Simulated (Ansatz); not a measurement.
The calculation used DFT PBE, scalar-relativistic, plane waves, PAW in Ansatz 0.2.0. Settings: cutoff 420 eV, Γ-centred meshes spaced at most about 0.3 Å⁻¹, and about 0.25 Å⁻¹ or finer for metals (2π included), Gaussian smearing. No spin polarisation.

Each guess is relaxed in cell and atoms at zero pressure, on a coarse mesh first where it starts far from rest and then on a converged one. The steps can't lower the symmetry of the start, but it can rise. Energies are static (0 K, no zero-point motion).

Two unrelaxed guesses for SrSn2O3:

A.

Space group I4/mmm (No. 139). a = 6.765 Å, b = 6.765 Å, c = 6.024 Å, α = 90.00°, β = 90.00°, γ = 90.00°
```tsv
atom	site	symmetry	x	y	z
Sr	2a	4/mmm	0.0000	0.0000	0.0000
Sn	4d	-4m2	0.0000	0.5000	0.2500
O	2b	4/mmm	0.0000	0.0000	0.5000
O	4c	mmm.	0.0000	0.5000	0.0000
```

B.

Space group P6/mmm (No. 191). a = 5.651 Å, b = 5.651 Å, c = 4.150 Å, α = 90.00°, β = 90.00°, γ = 120.00°
| atom | site | symmetry | x | y | z |
| --- | --- | --- | --- | --- | --- |
| Sr | 1a | 6/mmm | 0.0000 | 0.0000 | 0.0000 |
| Sn | 2c | -6m2 | 0.6667 | 0.3333 | 0.0000 |
| O | 3g | mmm | 0.0000 | 0.5000 | 0.5000 |

**Question.** Which guess leads to the lower structure, and by how much?

**Answer.** B ends lower, by 0.39 eV/atom. A: I4/mmm at 23.0 Å³/atom → I4/mmm at 18.2 Å³/atom; B: P6/mmm at 19.1 Å³/atom → P6/mmm at 17.9 Å³/atom. Counting O atoms around Sn and Sr (those within 1.25 times the shortest such distance or 1.15 times the sum of covalent radii; the shortest distance is added where it is long for a bond), the end of A has Sr 4, Sn 2 and the end of B has Sr 12 from 3.5 Å, Sn 6 from 2.4 Å. End of A. Conventional cell: a = 4.825 Å, c = 9.382 Å. Sr has 4 O at 2.41 Å and 8 Sn at 3.36 Å; Sn has 2 O at 2.35 Å, 4 O at 3.36 Å and 4 Sr at 3.36 Å; O on a site of symmetry 4/mmm has 4 O at 2.41 Å (long contacts); 1 more site not described. End of B. Conventional cell: a = 6.108 Å, c = 3.332 Å. Sr is surrounded by 2 Sr at 3.33 Å, 12 O at 3.48 Å and 6 Sn at 3.53 Å; Sn is surrounded by 6 O at 2.43 Å, 5 Sn at 3.33–3.53 Å and 3 Sr at 3.53 Å; O is surrounded by 4 Sn at 2.43 Å, 4 O at 3.05 Å, 2 O at 3.33 Å and 4 Sr at 3.48 Å.

Ends held by symmetry can be saddle points. Neither end is the lowest form computed: that has space group P6mm (No. 183) and lies 0.61 eV/atom below the better end. Some types were kept out of the candidates beforehand, so the set may lack a known form.
